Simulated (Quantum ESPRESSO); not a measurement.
# BAs (F-43m) in Quantum ESPRESSO: a series of runs

The runs below take BAs through phonons, with BLYP.

Everything below comes from runs of Quantum ESPRESSO 7.5. Logs are shortened: lines on timing, memory, paths and dates and some standing lists are left out, and cuts for length are marked.

### Step 1. The crystal as given

It takes space group F-43m (No. 216, cubic). Conventional cell: a = 4.777 Å, b = 4.777 Å, c = 4.777 Å, α = 90.00°, β = 90.00°, γ = 90.00°. As (site symmetry -43m) has 4 B at 2.07 Å as nearest neighbours. B (site symmetry -43m) is surrounded by 4 As at 2.07 Å.

### Step 2. Phonons, BLYP

pw.in

```
&CONTROL
  calculation = 'scf'
  prefix = 'pwscf'
  outdir = './tmp'
  pseudo_dir = './pseudo'
  tprnfor = .true.
  tstress = .true.
  disk_io = 'low'
/
&SYSTEM
  ibrav = 0
  nat = 2
  ntyp = 2
  ecutwfc = 84
  nbnd = 15
  input_dft = 'blyp'
  occupations = 'smearing'
  smearing = 'fd'
  degauss = 0.00367493
/
&ELECTRONS
  conv_thr = 4d-10
  electron_maxstep = 120
  mixing_beta = 0.5
/
ATOMIC_SPECIES
As    74.9216 As.upf
B     10.8100 B.upf
CELL_PARAMETERS angstrom
   0.0000000000    2.3885000000    2.3885000000
   2.3885000000    0.0000000000    2.3885000000
   2.3885000000    2.3885000000    0.0000000000
ATOMIC_POSITIONS crystal
As     0.7500000000    0.7500000000    0.7500000000
B      0.0000000000    0.0000000000    0.0000000000
K_POINTS automatic
8 8 8 1 1 1
```

relax.in

```
&CONTROL
  calculation = 'vc-relax'
  prefix = 'pwscf'
  outdir = './tmp'
  pseudo_dir = './pseudo'
  tprnfor = .true.
  tstress = .true.
  disk_io = 'low'
  nstep = 40
  forc_conv_thr = 0.0001
  etot_conv_thr = 1d-06
/
&SYSTEM
  ibrav = 0
  nat = 2
  ntyp = 2
  ecutwfc = 84
  nbnd = 15
  input_dft = 'blyp'
  occupations = 'smearing'
  smearing = 'fd'
  degauss = 0.00367493
/
&ELECTRONS
  conv_thr = 4d-10
  electron_maxstep = 120
  mixing_beta = 0.5
/
&IONS
  ion_dynamics = 'bfgs'
/
&CELL
  cell_dynamics = 'bfgs'
  press = 0
  press_conv_thr = 0.2
/
ATOMIC_SPECIES
As    74.9216 As.upf
B     10.8100 B.upf
CELL_PARAMETERS angstrom
   0.0000000000    2.3885000000    2.3885000000
   2.3885000000    0.0000000000    2.3885000000
   2.3885000000    2.3885000000    0.0000000000
ATOMIC_POSITIONS crystal
As     0.7500000000    0.7500000000    0.7500000000
B      0.0000000000    0.0000000000    0.0000000000
K_POINTS automatic
8 8 8 1 1 1
```

scf2.in

```
&CONTROL
  calculation = 'scf'
  prefix = 'pwscf'
  outdir = './tmp'
  pseudo_dir = './pseudo'
  tprnfor = .true.
  tstress = .true.
  disk_io = 'low'
/
&SYSTEM
  ibrav = 0
  nat = 2
  ntyp = 2
  ecutwfc = 84
  nbnd = 15
  input_dft = 'blyp'
  occupations = 'fixed'
/
&ELECTRONS
  conv_thr = 1d-13
  electron_maxstep = 120
  mixing_beta = 0.5
  startingpot = 'file'
  startingwfc = 'file'
/
ATOMIC_SPECIES
As    74.9216 As.upf
B     10.8100 B.upf
CELL_PARAMETERS angstrom
   0.0000000000    2.4367840967    2.4367840967
   2.4367840967    0.0000000000    2.4367840967
   2.4367840967    2.4367840967    0.0000000000
ATOMIC_POSITIONS crystal
As     0.7500000000    0.7500000000    0.7500000000
B      0.0000000000    0.0000000000    0.0000000000
K_POINTS automatic
8 8 8 1 1 1
```

ph.in

```
phonons of BAs
&INPUTPH
  prefix = 'pwscf'
  outdir = './tmp'
  tr2_ph = 1d-16
  fildyn = 'dyn'
  niter_ph = 60
  alpha_mix(1) = 0.7
  epsil = .true.
/
0.0000000000 0.0000000000 0.0000000000
```

dynmat.in

```
&INPUT
  fildyn = 'dyn'
  asr = 'crystal'
  lperm = .true.
  filout = 'dynmat.disp'
  fileig = 'dynmat.eig'
/
```

dynmat_lo.in

```
&INPUT
  fildyn = 'dyn'
  asr = 'crystal'
  filout = 'dynmat_lo.disp'
  fileig = 'dynmat_lo.eig'
  q(1) = 0
  q(2) = 0
  q(3) = 1
/
```

Potentials or basis: PseudoDojo 0.4.1 SR PBE standard.

Command:

```bash
$ OMP_NUM_THREADS=1 pw.x -in pw.in > pw.out
$ OMP_NUM_THREADS=1 pw.x -in relax.in > relax.out
$ OMP_NUM_THREADS=1 pw.x -in scf2.in > scf2.out
$ OMP_NUM_THREADS=1 ph.x -in ph.in > ph.out
$ OMP_NUM_THREADS=1 dynmat.x -in dynmat.in > dynmat.out
$ OMP_NUM_THREADS=1 dynmat.x -in dynmat_lo.in > dynmat_lo.out
```

pw.out:

```text
This program is part of the open-source Quantum ESPRESSO suite
     for quantum simulation of materials; please cite
         "P. Giannozzi et al., J. Phys.:Condens. Matter 21 395502 (2009);
         "P. Giannozzi et al., J. Phys.:Condens. Matter 29 465901 (2017);
         "P. Giannozzi et al., J. Chem. Phys. 152 154105 (2020);
     in publications or presentations arising from this work. More details at

     IMPORTANT: XC functional enforced from input :
     Exchange-correlation= BLYP
                           (   1   3   1   3   0   0   0)
     Any further DFT definition will be discarded
     Please, verify this is what you really want

     Message from routine setup:
     using ibrav=0 with symmetry is DISCOURAGED, use correct ibrav instead

     G-vector sticks info
     --------------------
     sticks:   dense  smooth     PW     G-vecs:    dense   smooth      PW
     Sum         955     955    295                19195    19195    3287

     Using Slab Decomposition

     bravais-lattice index     =            0
     lattice parameter (alat)  =       6.3832  a.u.
     unit-cell volume          =     183.9087 (a.u.)^3
     number of atoms/cell      =            2
     number of atomic types    =            2
     number of electrons       =        18.00
     number of Kohn-Sham states=           15
     kinetic-energy cutoff     =      84.0000  Ry
     charge density cutoff     =     336.0000  Ry
     scf convergence threshold =      4.0E-10
     mixing beta               =       0.5000
     number of iterations used =            8  plain     mixing
     Exchange-correlation= BLYP
                           (   1   3   1   3   0   0   0)

     celldm(1)=   6.383210  celldm(2)=   0.000000  celldm(3)=   0.000000
     celldm(4)=   0.000000  celldm(5)=   0.000000  celldm(6)=   0.000000

     crystal axes: (cart. coord. in units of alat)
               a(1) = (   0.000000   0.707107   0.707107 )
               a(2) = (   0.707107   0.000000   0.707107 )
               a(3) = (   0.707107   0.707107   0.000000 )

     reciprocal axes: (cart. coord. in units 2 pi/alat)
               b(1) = ( -0.707107  0.707107  0.707107 )
               b(2) = (  0.707107 -0.707107  0.707107 )
               b(3) = (  0.707107  0.707107 -0.707107 )

     PseudoPot. # 1 for As read from file:
     As.upf
     Pseudo is Norm-conserving + core correction, Zval = 15.0
     Generated using ONCVPSP code by D. R. Hamann
     Using radial grid of 1358 points,  6 beta functions with:
                l(1) =   0
                l(2) =   0
                l(3) =   1
                l(4) =   1
                l(5) =   2
                l(6) =   2

     PseudoPot. # 2 for B  read from file:
     B.upf
     Pseudo is Norm-conserving + core correction, Zval =  3.0
     Generated using ONCVPSP code by D. R. Hamann
     Using radial grid of 1534 points,  4 beta functions with:
                l(1) =   0
                l(2) =   0
                l(3) =   1
                l(4) =   1

     atomic species   valence    mass     pseudopotential
     As               15.00    74.92160     As( 1.00)
     B                 3.00    10.81000     B ( 1.00)

     24 Sym. Ops. (no inversion) found

   Cartesian axes

     site n.     atom                  positions (alat units)
         1        As     tau(   1) = (   1.0606602   1.0606602   1.0606602  )
         2        B      tau(   2) = (   0.0000000   0.0000000   0.0000000  )

     number of k points=    60  Fermi-Dirac smearing, width (Ry)=  0.0037
                       cart. coord. in units 2pi/alat
        k(    1) = (   0.0441942   0.0441942   0.0441942), wk =   0.0078125
        k(    2) = (   0.1325825   0.1325825  -0.0441942), wk =   0.0234375
        k(    3) = (   0.2209709   0.2209709  -0.1325825), wk =   0.0234375
        k(    4) = (   0.3093592   0.3093592  -0.2209709), wk =   0.0234375
        k(    5) = (  -0.3093592  -0.3093592   0.3977476), wk =   0.0234375
        k(    6) = (  -0.2209709  -0.2209709   0.3093592), wk =   0.0234375
[... 52 lines left out ...]
        k(   59) = (   0.3093592   0.3093592   0.3093592), wk =   0.0078125
        k(   60) = (  -0.3093592  -0.3093592   0.9280777), wk =   0.0234375

     Dense  grid:    19195 G-vectors     FFT dimensions: (  40,  40,  40)

     Initial potential from superposition of free atoms

     starting charge      17.9995, renormalised to      18.0000
     Starting wfcs are   13 randomized atomic wfcs +    2 random wfcs

     Self-consistent Calculation

     iteration #  1     ecut=    84.00 Ry     beta= 0.50
     Davidson diagonalization with overlap
     ethr =  1.00E-02,  avg # of iterations =  6.3

     Threshold (ethr) on eigenvalues was too large:
     Diagonalizing with lowered threshold

     Davidson diagonalization with overlap
     ethr =  8.84E-04,  avg # of iterations =  1.1

     total energy              =    -217.62228788 Ry
     estimated scf accuracy    <       0.16082758 Ry

     iteration #  2     ecut=    84.00 Ry     beta= 0.50
     Davidson diagonalization with overlap
     ethr =  8.93E-04,  avg # of iterations =  2.0

     total energy              =    -217.64876628 Ry
     estimated scf accuracy    <       0.01313051 Ry

     iteration #  3     ecut=    84.00 Ry     beta= 0.50
     Davidson diagonalization with overlap
     ethr =  7.29E-05,  avg # of iterations =  3.3

     total energy              =    -217.64974018 Ry
     estimated scf accuracy    <       0.00199619 Ry

     iteration #  4     ecut=    84.00 Ry     beta= 0.50
     Davidson diagonalization with overlap
     ethr =  1.11E-05,  avg # of iterations =  3.7

     total energy              =    -217.64989428 Ry
     estimated scf accuracy    <       0.00004055 Ry

     iteration #  5     ecut=    84.00 Ry     beta= 0.50
     Davidson diagonalization with overlap
     ethr =  2.25E-07,  avg # of iterations =  3.2

     total energy              =    -217.64990062 Ry
     estimated scf accuracy    <       0.00000390 Ry

     iteration #  6     ecut=    84.00 Ry     beta= 0.50
     Davidson diagonalization with overlap
     ethr =  2.17E-08,  avg # of iterations =  2.0

     total energy              =    -217.64990132 Ry
     estimated scf accuracy    <       0.00000021 Ry

     iteration #  7     ecut=    84.00 Ry     beta= 0.50
     Davidson diagonalization with overlap
     ethr =  1.14E-09,  avg # of iterations =  1.9

     total energy              =    -217.64990135 Ry
     estimated scf accuracy    <          7.1E-09 Ry

     iteration #  8     ecut=    84.00 Ry     beta= 0.50
     Davidson diagonalization with overlap
     ethr =  3.95E-11,  avg # of iterations =  2.7

     End of self-consistent calculation

          k = 0.0442 0.0442 0.0442 (  2412 PWs)   bands (ev):

   -23.9450 -23.9448 -23.9448 -23.9235 -23.9235  -3.5558  11.0906  11.5871
    11.5871  15.2047  15.2521  15.2521  16.7240  21.9669  24.5065

          k = 0.1326 0.1326-0.0442 (  2390 PWs)   bands (ev):

   -23.9446 -23.9436 -23.9428 -23.9238 -23.9230  -3.2206   9.2514  10.4900
    11.3816  15.3651  15.5756  16.1506  18.1095  22.9097  23.0576

          k = 0.2210 0.2210-0.1326 (  2405 PWs)   bands (ev):

   -23.9434 -23.9411 -23.9406 -23.9233 -23.9221  -2.4160   6.4058   9.8125
    10.6862  15.1062  16.3596  16.8595  19.7386  22.7349  23.5379

          k = 0.3094 0.3094-0.2210 (  2402 PWs)   bands (ev):

   -23.9421 -23.9395 -23.9394 -23.9218 -23.9211  -1.3189   4.0198   9.4951
    10.0886  14.8686  16.7170  16.7961  20.8308  23.9966  24.3637

          k =-0.3094-0.3094 0.3977 (  2394 PWs)   bands (ev):

   -23.9418 -23.9393 -23.9389 -23.9212 -23.9207  -0.8022   3.1716   9.5550
     9.7855  14.8011  16.5718  16.9084  21.0049  24.4768  26.0120

          k =-0.2210-0.2210 0.3094 (  2403 PWs)   bands (ev):

   -23.9427 -23.9398 -23.9394 -23.9226 -23.9211  -1.6892   4.7169   9.8434
     9.9603  14.9191  16.4405  17.1199  20.4361  23.4299  24.3683
[... 86 lines left out ...]
          k = 0.0442-0.4861 0.5745 (  2379 PWs)   bands (ev):

   -23.9451 -23.9339 -23.9309 -23.9264 -23.9198   0.3587   3.7233   6.0401
     8.0820  14.3905  17.4767  20.2906  21.2837  22.8601  25.9793

          k = 0.1326-0.3977 0.4861 (  2383 PWs)   bands (ev):

   -23.9420 -23.9378 -23.9344 -23.9234 -23.9210  -0.2553   3.6384   6.9719
     8.8942  15.1730  17.6158  19.1632  20.7663  22.4595  25.2888

          k = 0.2210-0.3094 0.3977 (  2394 PWs)   bands (ev):

   -23.9419 -23.9392 -23.9381 -23.9220 -23.9207  -0.8993   3.5619   8.9205
     9.6718  15.2157  16.4998  17.4054  20.8950  23.8988  25.3806

          k =-0.6629 0.0442 0.0442 (  2398 PWs)   bands (ev):

   -23.9500 -23.9297 -23.9293 -23.9291 -23.9177   0.3420   3.4773   7.4965
     7.7697  13.4198  13.8850  22.7759  22.7772  24.5196  28.6896

          k =-0.5745 0.1326-0.0442 (  2389 PWs)   bands (ev):

   -23.9481 -23.9322 -23.9307 -23.9279 -23.9186  -0.2406   4.2962   7.2218
     7.8672  13.9751  15.1913  20.7848  21.9688  24.1807  27.7421

          k =-0.4861 0.2210-0.1326 (  2390 PWs)   bands (ev):

   -23.9445 -23.9365 -23.9343 -23.9250 -23.9199  -0.7214   4.3346   7.4907
     8.6853  14.8335  17.6774  18.4931  19.8633  23.7630  26.6474

          k =-0.4861 0.0442 0.0442 (  2393 PWs)   bands (ev):

   -23.9489 -23.9329 -23.9328 -23.9279 -23.9189  -1.1530   5.5242   8.0855
     8.2864  13.4102  15.1479  20.8156  20.9324  23.6196  27.7501

          k =-0.3977 0.1326-0.0442 (  2393 PWs)   bands (ev):

   -23.9467 -23.9366 -23.9358 -23.9261 -23.9201  -1.7734   6.2837   8.2557
     9.0586  14.3684  16.6443  18.5732  19.5895  23.1338  26.1792

          k =-0.3094 0.0442 0.0442 (  2392 PWs)   bands (ev):

   -23.9470 -23.9388 -23.9387 -23.9256 -23.9211  -2.5587   8.0099   9.4371
     9.4762  13.9921  16.9942  18.3462  18.4077  21.9987  25.0361

          k = 0.1326 0.1326 0.1326 (  2397 PWs)   bands (ev):

   -23.9441 -23.9428 -23.9428 -23.9232 -23.9232  -3.0561   8.3096  10.9264
    10.9264  15.0416  16.1081  16.1081  18.7271  23.2391  23.3346

          k = 0.2210 0.2210 0.0442 (  2392 PWs)   bands (ev):

   -23.9437 -23.9414 -23.9405 -23.9240 -23.9220  -2.5687   7.3076   8.9803
    10.9112  15.6606  16.2344  17.0219  18.9543  22.1175  23.9904

          k = 0.3094 0.3094-0.0442 (  2392 PWs)   bands (ev):

   -23.9420 -23.9394 -23.9385 -23.9236 -23.9214  -1.6549   5.6439   7.5609
    10.1930  15.6405  17.2316  17.9137  19.2610  22.2353  24.5331

          k =-0.3094-0.3094 0.5745 (  2390 PWs)   bands (ev):

   -23.9415 -23.9383 -23.9364 -23.9221 -23.9218  -0.6207   3.7998   7.4174
     9.4548  15.1542  17.7526  18.0196  20.9123  23.4020  24.0711

          k =-0.2210-0.2210 0.4861 (  2386 PWs)   bands (ev):
[... 99 lines left out ...]
          k =-0.1326-0.3094 0.7513 (  2386 PWs)   bands (ev):

   -23.9425 -23.9371 -23.9309 -23.9253 -23.9207   0.2667   3.8544   6.0221
     7.8662  15.5879  18.3192  19.0209  20.3784  22.6293  25.9201

          k =-0.8397 0.2210 0.2210 (  2388 PWs)   bands (ev):

   -23.9437 -23.9356 -23.9339 -23.9246 -23.9204  -0.1217   3.6867   6.7106
     8.7589  14.5099  18.5273  19.4156  19.8945  23.0983  25.6308

          k = 0.3094 0.3094 0.3094 (  2395 PWs)   bands (ev):

   -23.9420 -23.9395 -23.9395 -23.9210 -23.9210  -1.0483   3.4352   9.9590
     9.9590  14.5207  16.6743  16.6743  20.8975  24.3831  25.8813

          k =-0.3094-0.3094 0.9281 (  2392 PWs)   bands (ev):

   -23.9416 -23.9389 -23.9378 -23.9216 -23.9210  -0.6580   3.3035   8.5664
     9.6035  15.1718  16.8447  17.3926  21.1412  24.0830  25.4540

     the Fermi energy is    12.4403 ev

!    total energy              =    -217.64990136 Ry
     estimated scf accuracy    <          3.9E-10 Ry
     smearing contrib. (-TS)   =      -0.00000000 Ry
     internal energy E=F+TS    =    -217.64990136 Ry

     The total energy is F=E-TS. E is the sum of the following terms:
     one-electron contribution =    -102.32073878 Ry
     hartree contribution      =      61.16147628 Ry
     xc contribution           =     -49.64851610 Ry
     ewald contribution        =    -126.84212275 Ry

     convergence has been achieved in   8 iterations

     Forces acting on atoms (cartesian axes, Ry/au):

     atom    1 type  1   force =     0.00000000    0.00000000    0.00000000
     atom    2 type  2   force =     0.00000000    0.00000000    0.00000000

     Total force =     0.000000     Total SCF correction =     0.000000

     Computing stress (Cartesian axis) and pressure

          total   stress  (Ry/bohr**3)                   (kbar)     P=       81.36
   0.00055307  -0.00000000  -0.00000000           81.36       -0.00       -0.00
  -0.00000000   0.00055307  -0.00000000           -0.00       81.36       -0.00
  -0.00000000  -0.00000000   0.00055307           -0.00       -0.00       81.36

=------------------------------------------------------------------------------=
   JOB DONE.
=------------------------------------------------------------------------------=
```

It took 7.7 min on 1 thread of Intel Xeon 6975P-C (Granite Rapids), shared host; peak memory 0.08 GiB.

What came out:

- Free energy: -2961.3197 eV
- Relaxed volume: 14.47 Å³/atom
- Relaxed cell: a = 3.446 Å, b = 3.446 Å, c = 3.446 Å, α = 60.00°, β = 60.00°, γ = 60.00°
- Space group after relaxing (to 0.05 Å): F-43m (No. 216)
- Pressure after relaxing: 0.2 GPa
- Electronic dielectric tensor (diagonal): 9.74
- Born charges (mean of the diagonal): As +0.20; B -0.20 e
- Highest phonon frequency at Γ, LO-TO splitting left out: 652 cm⁻¹
- Static dielectric tensor (diagonal): 9.75

Step by step:
```tsv
step	energy change (eV)	largest force (eV/Å)	pressure (GPa)	volume (Å³)
1	0.0000	0.0000	8.14	27.25
2	-0.0370	0.0000	2.38	28.40
3	-0.0409	0.0000	0.17	28.90
4	-0.0409	0.0000	0.00	28.94
5	-0.0409	0.0000	0.00	28.94
```

Final structure:
```cif
data_structure
_symmetry_space_group_name_H-M 'P 1'
_symmetry_Int_Tables_number 1
_cell_length_a 3.4461
_cell_length_b 3.4461
_cell_length_c 3.4461
_cell_angle_alpha 60.000
_cell_angle_beta 60.000
_cell_angle_gamma 60.000
_cell_volume 28.94
loop_
_atom_site_label
_atom_site_type_symbol
_atom_site_fract_x
_atom_site_fract_y
_atom_site_fract_z
_atom_site_occupancy
As1 As 0.75000 0.75000 0.75000 1
B1 B 0.00000 0.00000 0.00000 1
```

Phonon frequencies in cm⁻¹ (negative: imaginary):
```csv
q point,frequencies
"(0.000, 0.000, 0.000)",55 55 55 652 652 652
```

Electronic dielectric tensor:
```
9.74 0.00 0.00
0.00 9.74 0.00
0.00 0.00 9.74
```

Born effective charge tensors (e):
atom 1, As
```
0.20 0.00 0.00
0.00 0.20 0.00
0.00 0.00 0.20
```
atom 2, B
```
-0.20  0.00  0.00
 0.00 -0.20  0.00
 0.00  0.00 -0.20
```

Optical modes at Γ, degenerate ones joined, polar ones without the macroscopic field:
| cm⁻¹ | components | symmetry | active in | IR intensity, summed ((D/Å)²/amu) |
| --- | --- | --- | --- | --- |
| 657 | 3 | T2 | IR and Raman | 0.30 |

Static dielectric tensor, electrons and zone-centre modes:
```
9.75 0.00 0.00
0.00 9.75 0.00
0.00 0.00 9.75
```

Caveat: the potentials were made for another functional, which shifts forces and pressure; before the sum rule the acoustic modes lie tens of cm⁻¹ from zero, a sign that the density grid also shifts the optical modes.

[end of part 1 of 2]
